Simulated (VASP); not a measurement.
InSb:

```
In Sb
1.0
    -2.94474    2.94474    1.63638
     2.94474   -2.94474    1.63638
     2.94474    2.94474   -1.63638
In Sb
1 1
Direct
  0.75000 0.25000 0.50000
  0.00000 0.00000 0.00000
```

Measurements of this composition are mostly on another form, of space group No. 216.

```yaml
Program: VASP 6.6.1
Task: relaxation of cell and atoms
Functional: RPBE
Potentials_or_basis: VASP PAW PBE potentials, release 64 (In_d, Sb)
Cutoff: 600 eV
k_mesh: 14 × 14 × 14
Occupations: gaussian, width 0.1 eV
Spin: no spin polarisation
```

At the start: pressure 1.4 GPa; volume 28.38 Å³/atom.

Q: How do energy, volume and symmetry change on relaxing?

A: Over 5 steps the energy falls by 4.5 meV/atom and the volume is 29.27 Å³/atom (+3.1 %); space group I-4m2 (No. 119, to 0.05 Å).

Step by step:
```csv
step,energy change (eV),largest force (eV/Å),pressure (GPa),volume (Å³)
1,0.0000,0.0000,1.41,56.76
2,-0.0087,0.0000,-0.19,58.83
3,-0.0088,0.0000,-0.05,58.63
4,-0.0090,0.0000,-0.02,58.58
5,-0.0091,0.0000,0.01,58.53
```

Final structure:
```
In Sb
1.0
    -2.98861    2.98861    1.63829
     2.98861   -2.98861    1.63829
     2.98861    2.98861   -1.63829
In Sb
1 1
Direct
  0.75000 0.25000 0.50000
  0.00000 0.00000 0.00000
```

Caveat: the PAW data sets were made with another functional, which shifts forces and pressure a little.
